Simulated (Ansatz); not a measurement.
# Ga: the cost of one run

Program: Ansatz 0.2.0. Level of theory: DFT PBEsol, scalar-relativistic, plane waves, PAW. These are calculated values, not measurements.

**1. The system as given**

Symmetry: Cmce, No. 64, orthorhombic system. The conventional cell has a = 4.511 Å, b = 7.645 Å, c = 4.517 Å, α = 90.00°, β = 90.00°, γ = 90.00°. Ga (site symmetry m) is surrounded by 7 Ga at 2.44 to 2.79 Å.

As a file:

```cif
data_structure
_symmetry_space_group_name_H-M 'Cmce'
_symmetry_Int_Tables_number 64
_cell_length_a 4.5107
_cell_length_b 7.6448
_cell_length_c 4.5167
_cell_angle_alpha 90.000
_cell_angle_beta 90.000
_cell_angle_gamma 90.000
_cell_volume 155.75
loop_
_atom_site_label
_atom_site_type_symbol
_atom_site_symmetry_multiplicity
_atom_site_Wyckoff_symbol
_atom_site_fract_x
_atom_site_fract_y
_atom_site_fract_z
_atom_site_occupancy
Ga1 Ga 8 f 0.50000 0.34750 0.07850 1
```

The structure comes from the Crystallography Open Database.

**6. Setting up the map**

The energy is mapped over two homogeneous strains (x along [1 0 0], y along [0 1 0], z along [0 0 1] of the conventional cell).

First coordinate, engineering shear strain xz: 7 values from −30 to 30 %. Second coordinate, normal strain along z: 7 values from −15 to 15 %.

Nothing else is relaxed (fractional coordinates fixed). Energies count from the relaxed crystal. Points are written as (first, second).

(The set-up runs are not shown.)

**7. Grid point (−30 %, 5 %)**

input.yaml

```yaml
crystal:
  lattice:
    - [2.2350478178, -3.7986615528, -0.3352571727]
    - [2.2350478178, 3.7986615528, -0.3352571727]
    - [-0.673466418, 0.0, 4.7142649261]
  atoms:
    - { symbol: Ga, position: [0.1559156097, 0.8440843903, 0.0832479706] }
    - { symbol: Ga, position: [0.6559156097, 0.3440843903, 0.4167520294] }
    - { symbol: Ga, position: [0.8440843903, 0.1559156097, 0.9167520294] }
    - { symbol: Ga, position: [0.3440843903, 0.6559156097, 0.5832479706] }
basis:
  ecutwfc: 420
kpoints:
  mp_grid: { grid: [10, 10, 10] }
hamiltonian:
  xc: pbesol
scf:
  occupations: { method: gaussian, width: 0.15 }
output:
  forces: true
  stress: true
  eigenvalues: true
```

Started as:

```console
ansatz run input.yaml --threads 4 --pin off --max-ram 8192MiB --backend cpu --events-out ev --progress --plain --runs-dir out
```

What time and memory should one allow on 4 threads of Intel Xeon at 2.50GHz (Skylake/Cascade Lake), shared host?

About 32 s, with a peak of 0.78 GiB.
